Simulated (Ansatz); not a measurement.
**Screening in GaN (F-43m)**

How strongly does GaN (F-43m) screen? Routes: perturbation theory, a sum over states and the RPA step of G0W0.

Main program and level: Ansatz 0.2.0; linear response on PBE, plane waves, PAW.

**1. The structure**

The structure is cubic, space group F-43m (No. 216). Conventional cell: a = 4.507 Å, b = 4.507 Å, c = 4.507 Å, α = 90.00°, β = 90.00°, γ = 90.00°. Nearest to Ga lie 4 N at 1.95 Å. Nearest to N lie 4 Ga at 1.95 Å. Farther neighbours and most contacts between anions are not listed.

Coordinates:

```
Ga N
1.0
     0.00000    2.25350    2.25350
     2.25350    0.00000    2.25350
     2.25350    2.25350    0.00000
Ga N
1 1
Cartesian
  0.0000 0.0000 0.0000
  3.3803 3.3803 3.3803
```

The cell and positions are those that the Materials Project relaxed with its own functionals (PBE, PBE+U or r2SCAN), kept fixed. This is not the form that GaN usually takes at ambient conditions.

**2. Response to a homogeneous field**

ε∞ sets how strongly the crystal screens. Perturbation theory gives it with local fields and without a sum over empty bands.

This step: dielectric response by perturbation theory, PBE, plane waves, PAW; PAW set soft_1.

input.yaml reads:

```yaml
crystal:
  lattice:
    - [0.0, 2.2535006075, 2.2535006075]
    - [2.2535006075, 0.0, 2.2535006075]
    - [2.2535006075, 2.2535006075, 0.0]
  atoms:
    - { symbol: Ga, position: [0.0, 0.0, 0.0] }
    - { symbol: "N", position: [0.75, 0.75, 0.75] }
kpoints:
  mp_grid: { grid: [8, 8, 8] }
hamiltonian:
  xc: pbe
  pseudopotentials: { kind: paw, azcp: { folder: soft_1 } }
scf:
  occupations: { method: fixed }
dielectric: {}
```

On the command line:

```
> ansatz run input.yaml --threads 3 --pin off --max-ram 92160MiB --backend cuda --events-out ev --progress --plain --runs-dir out --devices 1 --max-vram 13GiB
```

Numbers of over 12 decimals in the logs are rounded to 6 here.

The program printed:

```text
GPUs: using 1 of 1 available (devices: 1).
Engine: ansatz 0.2.0, x86_64-unknown-linux-gnu
Pseudopotentials: kind: paw
Pseudopotential: Ga, paw, valence charge 13, recommended cutoff 420 eV (normal), soft_1/Ga.paw.azcp
Pseudopotential: N, paw, valence charge 5, recommended cutoff 420 eV (normal), soft_1/N.paw.azcp
Functional definition: PBE
  parameter kappa = 0.804
  parameter beta = 0.066725
  exchange = pbe_x(kappa = kappa, mu = beta*pi^2/3)
  correlation = pbe_c(beta = beta)
device memory: the entry about to start is reckoned to put 1.2 GiB on a device that reports 56.2 GiB free (of which the cap on the GPU budget leaves the run 13.0 GiB)
GPU FFT provider: cuFFT
GPU libraries: cuBLAS 13.8.2, cuFFT 12.4.0, cuSOLVER 12.3.4
Crystal: 2 atoms, lattice volume = 22.888 Å³
Basis set: ecut = 420 eV, 459 PW (Γ), exchange–correlation on 48×48×48 points (8 copies of the dense FFT grid, shifted against one another)
Bands: 13, of which v1, the nominal top of the filled ones, is band 9 counted from 1 (8 counted from 0)
Symmetry: 24 space group operations
k-points: 95 of 512 (irreducible under 4 space group operations, time reversal used)
Non-local potential: Ga, projectors of the file, l = 0: 2, l = 1: 2, l = 2: 3, l = 3: 1
Non-local potential: N, projectors of the file, l = 0: 2, l = 1: 2, l = 2: 1
PAW form: soft (Blöchl's): semilocal exchange-correlation on the pseudo side does not see the compensation charge
PAW one-centre angular grid: Ga, 590 points (default); XC on 64 Gauss nodes
PAW one-centre angular grid: N, 110 points (default); XC on 64 Gauss nodes
Initial density: superposition of atomic densities (chi_scale 0.1, normalization cell, long waves kept (reshape's long-wave potential 0.00 eV rms))
Initial wavefunctions: pseudopotential atomic-orbital guess
GPU buffer pool allocated for 13824 grid points (all kernels)
GPU transforms: local potential and band sums: pruned to the plane-wave sphere, on 24×24×24
Functional: x = pbe(κ = 0.804, μ = 0.219515), c = pbe(β = 0.066725)
SCF iter   1: F=—  HF=-4168.581742 eV  |F-HF|=—  |Δ(HF+E_count)|=         —  Δρ=1.12e-1  dr2=2.52e0  ethr=3.10e-3  ⟨swp⟩=4.0  Hψ=5720  notcnv=0  defer=142
preconditioner: auto → none  [insulator: Δε(μ)=2.563 eV  Ē_g=19.107 eV  n_scr=8 (ndim 8)  ℏωp=32.9 eV  f_vac=0.000  ε∞_Penn≈4.0]
SCF iter   2: F=—  HF=-4168.031140 eV  |F-HF|=—  |Δ(HF+E_count)|=   5.51e-1  Δρ=6.15e-2  dr2=5.33e-1  ethr=3.10e-3  ⟨swp⟩=2.2  Hψ=3165  notcnv=0  defer=25
SCF iter   3: F=—  HF=-4167.907397 eV  |F-HF|=—  |Δ(HF+E_count)|=   1.24e-1  Δρ=2.05e-2  dr2=4.69e-2  ethr=2.96e-3  ⟨swp⟩=2.0  Hψ=2219  notcnv=0  defer=188
SCF iter   4: F=—  HF=-4167.905359 eV  |F-HF|=—  |Δ(HF+E_count)|=   2.04e-3  Δρ=7.87e-3  dr2=6.35e-3  ethr=2.61e-4  ⟨swp⟩=2.0  Hψ=2180  notcnv=0  defer=188
SCF iter   5: F=—  HF=-4167.902568 eV  |F-HF|=—  |Δ(HF+E_count)|=   2.79e-3  Δρ=7.38e-4  dr2=5.44e-5  ethr=3.53e-5  ⟨swp⟩=2.0  Hψ=2222  notcnv=0  defer=188
SCF iter   6: F=—  HF=-4167.902571 eV  |F-HF|=—  |Δ(HF+E_count)|=   2.60e-6  Δρ=2.18e-4  dr2=5.38e-6  ethr=3.02e-7  ⟨swp⟩=2.0  Hψ=2741  notcnv=0  defer=186
SCF iter   7: F=—  HF=-4167.902571 eV  |F-HF|=—  |Δ(HF+E_count)|=   1.22e-7  Δρ=2.71e-5  dr2=7.14e-8  ethr=2.99e-8  ⟨swp⟩=2.3  Hψ=1698  notcnv=0
SCF iter   8: F=—  HF=-4167.902623 eV  |F-HF|=—  |Δ(HF+E_count)|=   5.19e-5  Δρ=1.42e-6  dr2=4.10e-10  ethr=3.97e-10  ⟨swp⟩=2.0  Hψ=1940  notcnv=0
SCF iter   9: F=-4167.902623 eV  HF=-4167.902623 eV  |F-HF|=0.00e0  |Δ(HF+E_count)|=  1.32e-10  Δρ=1.09e-7  dr2=1.88e-12  ethr=1.00e-12  ⟨swp⟩=3.7  Hψ=5050  notcnv=0
SCF 1 converged in 9 iterations: F = -4167.902623 eV  dr2 = 1.88e-12
  greatest PAW one-centre occupation: 0.995 electrons in one spin orbital (limit 2), on the Ga atom at site 0 (counted from 0), in its partial waves of l = 2
the response reads at least the filled bands of the reference SCF and the lowest empty band at each k-point, and that SCF's band table does not vouch for those bands. The notice of the band table in this run's record says why
device memory: the entry about to start is reckoned to put 0.1 GiB on a device that reports 64.9 GiB free (of which the cap on the GPU budget leaves the run 13.0 GiB)
device memory: the entry about to start is reckoned to put 0.7 GiB on a device that reports 65.0 GiB free (of which the cap on the GPU budget leaves the run 13.0 GiB)
DFPT response loops at Γ: preconditioner auto → none (the input reference at scf.mixing.eps_inf says where Resta's filter doesn't serve); β = 0.50; Broyden in place of MSR1
── the response to a field inside a basis, on 8×8×8 k-points: an SCF that follows is theirs, and a resumed run solves both again ──
device memory: the entry about to start is reckoned to put 0.2 GiB on a device that reports 63.6 GiB free (of which the cap on the GPU budget leaves the run 13.0 GiB)
GPU FFT provider: cuFFT
GPU libraries: cuBLAS 13.8.2, cuFFT 12.4.0, cuSOLVER 12.3.4
Bands: 10, of which v1, the nominal top of the filled ones, is band 9 counted from 1 (8 counted from 0)
k-points: 60 of 512 (irreducible under 6 space group operations, time reversal used)
Initial density: handed on by an earlier stage of this run
Initial wavefunctions: pseudopotential atomic-orbital guess (no wavefunctions were taken with the density)
GPU buffer pool allocated for 13824 grid points (all kernels)
GPU transforms: band sums: pruned to the plane-wave sphere, on 24×24×24
Eigensolver: Dense (60 Hₖ)
SCF iter   1: F=—  HF=-4167.904429 eV  |F-HF|=—  |Δ(HF+E_count)|=         —  Δρ=4.18e-4  dr2=1.13e-5  ethr=1.00e-1
preconditioner: auto → none  [insulator: Δε(μ)=2.189 eV  Ē_g=15.240 eV  n_scr=8 (ndim 8)  ℏωp=32.9 eV  f_vac=0.002  ε∞_Penn≈5.7]
SCF iter   2: F=—  HF=-4167.904431 eV  |F-HF|=—  |Δ(HF+E_count)|=   2.04e-6  Δρ=2.82e-4  dr2=6.26e-6  ethr=6.30e-8
SCF iter   3: F=—  HF=-4167.904434 eV  |F-HF|=—  |Δ(HF+E_count)|=   2.85e-6  Δρ=6.21e-5  dr2=7.21e-7  ethr=3.48e-8
SCF iter   4: F=-4167.904433 eV  HF=-4167.904433 eV  |F-HF|=3.93e-8  |Δ(HF+E_count)|=   9.18e-7  Δρ=1.89e-5  dr2=5.92e-8  ethr=4.00e-9
SCF 1 converged in 4 iterations: F = -4167.904433 eV  dr2 = 5.92e-8
device memory: the entry about to start is reckoned to put 0.1 GiB on a device that reports 62.9 GiB free (of which the cap on the GPU budget leaves the run 13.0 GiB)
device memory: the entry about to start is reckoned to put 0.3 GiB on a device that reports 62.3 GiB free (of which the cap on the GPU budget leaves the run 13.0 GiB)
DFPT response loops at Γ: mixed as the last ones told, above
SCF converged after 9 iterations
Free energy (F): -4167.902623 eV
Harris-Foulkes:  -4167.902623 eV  (|F-HF|=0.00e0)
Internal energy: -4167.902623 eV  (E = F + TS)
E sigma→0 (E₀):  -4167.902623 eV
Fermi energy:    9.638761 eV
--- Per-component energies (eV) ---
  E_band       = -5.810253
  E_kinetic    = 240.840172
  E_local      = -1414.428815  (includes V_loc(G=0)·N_el)
  E_nonlocal   = -54.741458
  E_hartree    = 894.722351
  E_xc         = -122.351675
  E_vxc        = -130.981898  (∫ρ·V_xc dr)
  E_paw        = -2124.509057  (= ΣΔE_a)
  E_vpaw       = -435.943741  (= ΣTr[D̂ρ^β])
  E_aug_tail   = 0.000814  (compensation charges beyond the density's cutoff)
  E_ewald      = -1587.434954
  E_smearing   = -0.000000  (= −TS)
  E_closure    = -0.000000  (closes the sum)
  Σ components = -4167.902623   (vs F -4167.902623, Δ=0.00e0)
--- Band table (eV; the first three rows and the last of 95) ---
  k-point 0: bands = [... 5 lower, -3.5295, 9.6388, 9.6388, 9.6388, 11.3572, 19.9568, 19.9568, 19.9568]
  k-point 1: bands = [... 5 lower, -3.5311, 8.1112, 9.4772, 9.4772, 12.5080, 19.2461, 20.1936, 20.1936]
  k-point 2: bands = [... 5 lower, -3.4738, 5.7842, 9.1188, 9.1188, 13.6982, 18.4235, 20.4109, 20.4109]
  k-point 94: bands = [... 5 lower, -1.5532, 3.9466, 5.9490, 6.0042, 15.8595, 18.0263, 19.9072, 20.7509]
--- Dielectric response (ions clamped): 3 representative field directions + reference, inside a basis on a mesh of 512 k-points (Σ response iterations 15) ---
  ε∞ (high-frequency dielectric tensor):
        5.957497    -0.000000    -0.000000
       -0.000000     5.957497     0.000000
       -0.000000     0.000000     5.957497
  Born effective charges Z* (e; rows j = field, columns β = displacement):
    site 0:
         2.67072    0.00000   -0.00000
         0.00000    2.67072    0.00000
         0.00000    0.00000    2.67072
    site 1:
        -2.67072   -0.00000    0.00000
        -0.00000   -2.67072   -0.00000
        -0.00000   -0.00000   -2.67072
  Z* charge neutrality: 5.104e-6 e pre-enforcement
  solved inside a basis spanned on kpoints, on 8×8×8 k-points, its susceptibility summed on 12×12×12: ε∞ is read to err by 2.0e-2, Z* by 1.4e-2 e (field_mesh: kpoints solves on kpoints); Z* is corrected for what the basis lacks
```

Elapsed: 18 s, on 1 × NVIDIA H100 80GB HBM3 (shared by 6 runs) with 3 threads of AMD EPYC 7R13 (Zen 3), shared host; peak memory 1 GiB; 21 s of CPU time.

In the SCF lines HF is the Harris–Foulkes energy and dr2 the Hartree energy of the density residual, in eV; the loop may stop once dr2 is under the threshold and the program's other checks hold. Hψ counts applications of the Hamiltonian.

Numbers from this step:

```yaml
stated_error_of_eps_infinity: 0.02
```

One over ε∞ averages 0.17, under the quarter of exact exchange in PBE0, which by this rule of thumb may open the gap too far.

High-frequency dielectric tensor:

```
5.96 0.00 0.00
0.00 5.96 0.00
0.00 0.00 5.96
```

Born effective charge (e), principal values of the symmetric part by kind of site:

| atom | atoms with these values | low | middle | high | mean |
| --- | --- | --- | --- | --- | --- |
| Ga1 | 1 | 2.67 | 2.67 | 2.67 | 2.67 |
| N2 | 1 | -2.67 | -2.67 | -2.67 | -2.67 |

In full for Ga1:

```
2.67 0.00 0.00
0.00 2.67 0.00
0.00 0.00 2.67
```

**3. Independent-particle spectrum**

The independent-particle spectrum shows where the oscillator strength lies, before excitons and local fields.

This step: independent-particle optics on PBE, plane waves, PAW; PAW set soft_1.

input.yaml: that of step 2 with these lines changed.

```diff
@@ -15,2 +15,4 @@
   occupations: { method: fixed }
-dielectric: {}
+  n_extra_bands: 15
+output:
+  optics: { e_range: [0, 25], de: 0.1, sigma: 0.2 }
```

The program printed:

```text
[...]
GPUs: using 1 of 1 available (devices: 1).
[...]
GPU FFT provider: cuFFT
GPU libraries: cuBLAS 13.8.2, cuFFT 12.4.0, cuSOLVER 12.3.4
Crystal: 2 atoms, lattice volume = 22.888 Å³
Basis set: ecut = 420 eV, 459 PW (Γ)
Bands: 24, of which v1, the nominal top of the filled ones, is band 9 counted from 1 (8 counted from 0)
Symmetry: 24 space group operations
[...]
k-points: 29 of 512 (time reversal used)
[...]
GPU buffer pool allocated for 13824 grid points (all kernels)
[...]
SCF iter   1: F=—  HF=-4168.581759 eV  |F-HF|=—  |Δ(HF+E_count)|=         —  Δρ=1.12e-1  dr2=2.52e0  ethr=3.10e-3  ⟨swp⟩=4.0  Hψ=2672  notcnv=0  defer=264
[...]
SCF iter   9: F=-4167.902617 eV  HF=-4167.902617 eV  |F-HF|=1.82e-12  |Δ(HF+E_count)|=  1.17e-10  Δρ=1.01e-7  dr2=1.98e-12  ethr=1.00e-12  ⟨swp⟩=8.8  Hψ=3744  notcnv=0
SCF 1 converged in 9 iterations: F = -4167.902617 eV  dr2 = 1.98e-12
[...]
Optics k sum: 0 of 29 k-points
Optics k sum: 2 of 29 k-points
[...]
Optics k sum: 29 of 29 k-points
[...]
SCF converged after 9 iterations
Free energy (F): -4167.902617 eV
[...]
Internal energy: -4167.902617 eV  (E = F + TS)
E sigma→0 (E₀):  -4167.902617 eV
Fermi energy:    9.638762 eV
[...]
--- Band table (eV; the first three rows and the last of 29) ---
  k-point 0: bands = [... 5 lower, -3.5295, 9.6388, 9.6388, 9.6388, 11.3572, 19.9568, 19.9568, 19.9568, ... 11 higher]
  k-point 1: bands = [... 5 lower, -3.5311, 8.1112, 9.4772, 9.4772, 12.5080, 19.2461, 20.1936, 20.1936, ... 11 higher]
  k-point 2: bands = [... 5 lower, -3.4738, 5.7842, 9.1188, 9.1188, 13.6982, 18.4235, 20.4109, 20.4109, ... 11 higher]
  k-point 28: bands = [... 5 lower, -1.5532, 3.9466, 5.9490, 6.0042, 15.8595, 18.0263, 19.9072, 20.7509, ... 11 higher]
```

Run time: 11 s. Hardware: 1 × NVIDIA H100 80GB HBM3 (shared by 6 runs) with 3 threads; peak memory 0.96 GiB; 9.5 s of CPU time.

This step gave:

| Property | Result |
| --- | --- |
| ε∞ without local fields (xx, yy, zz) | 6.093, 6.093, 6.093 |
| electrons in the f-sum (xx, yy, zz) | 8.315, 8.315, 8.315 |
| bands in the explicit sum (the static value is completed to all bands) | 24 |

The sum gives ε∞ = 6.09 without local fields.

The ε₂, xx=yy=zz has structure finer than the step of the table below, so its rows give means over 1 eV, whole bins alone (the curve runs from 0 to 25 eV). Peaks (eV: height): 7.2: 8.37, 9.1: 8.85, 11.5: 7.45.

Independent particles, no local fields, Gaussian width 0.2 eV. Table of ε₂, xx=yy=zz by photon energy; means over each step:

| photon energy (eV) | ε₂, xx=yy=zz |
| --- | --- |
| 1 | 0.00181 |
| 2 | 0.778 |
| 3 | 1.53 |
| 4 | 1.90 |
| 5 | 2.80 |
| 6 | 5.85 |
| 7 | 8.26 |
| 8 | 5.34 |
| 9 | 6.86 |
| 10 | 6.06 |
| 11 | 5.56 |
| 12 | 5.22 |
| 13 | 2.57 |
| 14 | 1.56 |
| 15 | 0.951 |
| 16 | 0.804 |
| 17 | 0.750 |
| 18 | 0.754 |
| 19 | 0.551 |
| 20 | 0.405 |
| 21 | 0.569 |
| 22 | 0.394 |
| 23 | 0.501 |
| 24 | 0.525 |

Independent particles, no local fields, Gaussian width 0.2 eV. Loss function, xx=yy=zz against photon energy; read off at these points:

| photon energy (eV) | loss function, xx=yy=zz |
| --- | --- |
| 1.00 | 0 |
| 1.50 | 5.9e-4 |
| 2.00 | 0.0179 |
| 2.50 | 0.0281 |
| 3.00 | 0.0331 |
| 3.50 | 0.0361 |
| 4.00 | 0.0381 |
| 4.50 | 0.0392 |
| 5.00 | 0.0403 |
| 5.50 | 0.0469 |
| 6.00 | 0.0576 |
| 6.50 | 0.0741 |
| 7.00 | 0.0945 |
| 7.50 | 0.118 |
| 8.00 | 0.191 |
| 8.50 | 0.140 |
| 9.00 | 0.0941 |
| 9.50 | 0.132 |
| 10.00 | 0.159 |
| 10.50 | 0.220 |
| 11.00 | 0.193 |
| 11.50 | 0.132 |
| 12.00 | 0.145 |
| 12.50 | 0.170 |
| 13.00 | 0.199 |
| 13.50 | 0.240 |
| 14.00 | 0.252 |
| 14.50 | 0.326 |
| 15.00 | 0.399 |
| 15.50 | 0.609 |
| 16.00 | 0.730 |
| 16.50 | 0.933 |
| 17.00 | 1.20 |
| 17.50 | 1.11 |
| 18.00 | 1.10 |
| 18.50 | 1.41 |
| 19.00 | 1.61 |
| 19.50 | 2.24 |
| 19.80 | 2.52 |
| 20.00 | 2.47 |
| 20.50 | 1.49 |
| 21.00 | 1.47 |
| 21.50 | 1.97 |
| 21.90 | 1.97 |
| 22.00 | 1.95 |
| 22.50 | 1.26 |
| 23.00 | 1.05 |
| 23.50 | 1.22 |
| 24.00 | 1.43 |
| 24.10 | 1.44 |
| 24.50 | 1.37 |
| 25.00 | 1.28 |

Independent particles, no local fields, Gaussian width 0.2 eV. ε₁, xx=yy=zz against photon energy:

photon energy (eV), ε₁, xx=yy=zz and a bar from the least value:
```
        0       6.01 #########################
        1       6.21 #########################
        2       7.04 ###########################
        3       6.62 ##########################
        4       6.79 ###########################
        5       7.66 #############################
        6       8.01 ##############################
        7       4.36 ####################
        8       0.36 #########
        9       4.15 ###################
       10      -1.05 #####
       11       0.78 ##########
       12      -3.02 
       13      -2.51 #
       14      -1.93 ###
       15      -1.20 #####
       16      -0.67 ######
       17      -0.29 #######
       18      -0.30 #######
       19      -0.16 ########
       20       0.10 ########
       21       0.16 #########
       22       0.22 #########
       23       0.47 #########
       24       0.31 #########
       25       0.37 #########
```

**4. RPA screening from the G0W0 run**

G0W0 replaces the xc potential by the self-energy, built once from these orbitals. Only a window of levels is corrected, while the sums run over the empty bands that the input names. This step takes PAW set soft_1 files.

This step: G0W0 on PBE, plane waves, PAW; PAW set soft_1.

input.yaml, the sections that differ from step 3:

```yaml
kpoints:
  mp_grid: { grid: [6, 6, 6] }
scf:
  occupations: { method: fixed }
gw:
  n_empty_bands: 146
  ecut_chi: 200.0
  qp_bands: [v2, c2]
  qp_kpoints: band_edges
  screening: { model: contour_deformation }
# crystal, hamiltonian: as in step 3
# output: removed
```

The program printed:

```text
GPUs: using 1 of 1 available (devices: 1).
[...]
GPU FFT provider: cuFFT
GPU libraries: cuBLAS 13.8.2, cuFFT 12.4.0, cuSOLVER 12.3.4
Crystal: 2 atoms, lattice volume = 22.888 Å³
Basis set: ecut = 420 eV, 459 PW (Γ)
Bands: 13, of which v1, the nominal top of the filled ones, is band 9 counted from 1 (8 counted from 0)
Symmetry: 24 space group operations
[...]
k-points: 16 of 216 (time reversal used)
[...]
1    11     18.9074    -8.2737    -5.4490   -14.2986  0.7856    19.4909    19.4833  root
[...]
14     8      5.9304   -21.2116     3.7409   -16.4901  0.7389     4.9148     4.9498  root
    14     9      7.2735   -21.4482     3.3564   -17.1657  0.7530     6.3232     6.3473  root
    14    10     16.1655    -9.3431    -4.6876   -14.4192  0.7856    16.5571    16.5540  root
    14    11     17.1580   -10.6567    -5.5289   -16.9566  0.7690    17.9448    17.9290  root
[key lines of the parts left out:]
SCF converged after 7 iterations
Free energy (F): -4167.898508 eV
Fermi energy:    9.643192 eV
```

Wall time 16 s (1 × NVIDIA H100 80GB HBM3 (shared by 6 runs) with 3 threads); peak memory 1.1 GiB; 17 s of CPU time.

Numbers from this step:

```
bands summed                                 : 155
RPA ε∞ on this mesh (eigenvalues)            : 6.601, 6.601, 6.601
plane waves in the screening matrix          : 169
G0W0 gap on the mesh                         : 2.831 eV
k of the valence top                         : 0, 0, 0
k of the conduction bottom                   : 0, 0, 0
starting gap on the mesh                     : 1.717 eV
least direct G0W0 gap on the computed points : 2.831 eV
```

The gap on the mesh goes from 1.72 eV to 2.83 eV, a correction of +1.11 eV. Between the two edge states, bare exchange in place of the xc potential would open the gap by 7.87 eV, and correlation takes back 6.75 eV.

Mean over the mesh in bins of 0.25 1/Å. Table of static inverse dielectric function, diagonal by length of q+G:

| length of q+G (Å⁻¹) | static inverse dielectric function, diagonal |
| --- | --- |
| 0.43 | 0.223 |
| 0.75 | 0.288 |
| 1.27 | 0.413 |
| 1.49 | 0.470 |
| 1.73 | 0.522 |
| 2.01 | 0.588 |
| 2.49 | 0.683 |
| 2.74 | 0.726 |
| 3.02 | 0.767 |
| 3.49 | 0.820 |
| 3.75 | 0.846 |
| 4.02 | 0.868 |
| 4.25 | 0.886 |
| 4.76 | 0.917 |
| 5.00 | 0.929 |
| 5.25 | 0.940 |
| 5.74 | 0.957 |
| 6.00 | 0.964 |
| 6.25 | 0.969 |
| 6.50 | 0.974 |
| 7.01 | 0.982 |
| 7.20 | 0.985 |

**5. The values together**

Times are wall times on 1 × NVIDIA H100 80GB HBM3 (shared by 6 runs) with 3 threads of AMD EPYC 7R13 (Zen 3), shared host, good to a factor of about two.

| method | mesh | ε∞, low | middle | high | mean | time |
| --- | --- | --- | --- | --- | --- | --- |
| perturbation theory (local fields and xc kernel) | 8×8×8 (response on 512 points) | 5.96 | 5.96 | 5.96 | 5.96 | 18 s |
| sum over states (no local fields) | 8×8×8 | 6.09 | 6.09 | 6.09 | 6.09 | 11 s |
| RPA with local fields, on the GW mesh | 6×6×6 | 6.60 | 6.60 | 6.60 | 6.60 | 16 s |

**6. Results**

```
perturbation theory (local fields and xc kernel) : 5.96, 5.96, 5.96
sum over states (no local fields)                : 6.09, 6.09, 6.09
RPA with local fields, on the GW mesh            : 6.60, 6.60, 6.60
```

What this shows: Mean Born effective charge: Ga1 2.67, N2 -2.67 e. Distinct peaks of the ε₂, xx=yy=zz stand at 7.2, 9.1 and 11.5 eV; the one at 9.1 eV is strongest. The most distinct maxima of the loss function, xx=yy=zz lie at 19.8, 21.9 and 24.1 eV, the highest at 19.8 eV. The sum without local fields gives 6.09 in the mean against 5.96 by perturbation theory; local fields lower ε∞ and the xc kernel gives part of it back, though the sum also carries the error of its own mesh. The RPA values on the 6×6×6 mesh average 1.11 times those of perturbation theory (means 6.60 and 5.96). Without the xc kernel RPA should lie a little lower; it lies higher here. Perturbation theory sums its response on a denser mesh of its own, so the coarser sum of the GW run is the likely cause. PBE usually puts the gap too low, which tends to raise ε∞. Ions are clamped, so the lattice part of the static constant is not in these numbers.

[Paths, hosts, dates, memory and timing lines, banners, echoed tables and standing remarks are left out of the program output.]

[Logs are printed without paths, hosts, clocks, repeated set-up lines and the standing remarks that a program may print on its own settings, such as how far it seeks lower states.]

[Runs of the session that timed out or met a known fault of the program may be left out.]

[Cells called generated may have been cut or substituted from an entry of the Crystallography Open Database or the Materials Project.]

[Hosts, paths, dates, database ids (printed as entryN), source tags and the programs' standing remarks are cut or masked in the printed files.]
